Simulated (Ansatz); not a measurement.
Relaxation of CsH

Level of theory: DFT LDA, scalar-relativistic, plane waves, PAW in Ansatz 0.2.0. Settings: 420 eV cutoff, 6×6×6 k-mesh, Gaussian smearing of 0.02 eV, no spin polarisation.

What was changed: uniaxial strain along c, with a, b and atoms relaxed: +2.0 %.

Command:

```bash
ansatz run input.yaml --threads 1 --pin off --max-ram 2560MiB --backend cpu --events-out ev --progress --plain --runs-dir out
```

Input:

```yaml
crystal:
  lattice:
    - [3.0358626398, 3.0358626398, 0.0]
    - [-3.0358626398, 3.0358626398, 0.0]
    - [0.0, 0.0, 6.2242811912]
  atoms:
    - { symbol: Cs, position: [0.0, 0.0, 0.0] }
    - { symbol: Cs, position: [0.5, 0.5, 0.5] }
    - { symbol: H, position: [0.5, 0.5, 0.0] }
    - { symbol: H, position: [0.0, 0.0, 0.5] }
basis:
  ecutwfc: 420
kpoints:
  mp_grid: { grid: [6, 6, 6] }
hamiltonian:
  xc: lda
scf:
  occupations: { method: gaussian, width: 0.02 }
output:
  forces: true
  stress: true
  eigenvalues: true
relax:
  adjacent_minimum: "off"
  f_tol: 0.008
  max_steps: 40
  cell: { stress_tol: 0.015, fix: [c, angles] }
```

F is the free energy. Steps run on the plane waves of an earlier cell, but the last one, and at times one on the way, on a freshly chosen basis, so a repeated geometry can differ a little in energy. The held parts of the cell keep their stress, so P needn't end at zero.

Steps:

| step | F − F(1) (eV) | largest force component (eV/Å) | V (Å³/atom) | P (GPa) |
| --- | --- | --- | --- | --- |
| 1 | 0.0000 | 0.000 | 28.683 | -0.12 |
| 2 | -0.0002 | 0.000 | 28.812 | -0.18 |
| 3 | -0.0002 | 0.000 | 28.880 | -0.21 |
| 4 | -0.0003 | 0.000 | 28.880 | -0.21 |

Relaxed structure:

```yaml
crystal:
  lattice:
    - [3.04626, 3.04626, 0.00000]
    - [-3.04626, 3.04626, 0.00000]
    - [0.00000, 0.00000, 6.22428]
  atoms:
    - { symbol: Cs, position: [0.00000, 0.00000, 0.00000] }
    - { symbol: Cs, position: [0.50000, 0.50000, 0.50000] }
    - { symbol: H, position: [0.50000, 0.50000, 0.00000] }
    - { symbol: H, position: [0.00000, 0.00000, 0.50000] }
```

Symmetry: I4/mmm, No. 139, tetragonal system. Conventional cell: a = 4.308 Å, b = 4.308 Å, c = 6.224 Å, α = 90.00°, β = 90.00°, γ = 90.00°. Around Cs (site symmetry 4/mmm) lie 6 H at 3.05 to 3.11 Å. H (site symmetry 4/mmm) is surrounded by 6 Cs at 3.05 to 3.11 Å.

The run converged. Time: 15 s on 1 thread of Arm Neoverse V1, with other jobs on the host, peak memory 0.35 GiB.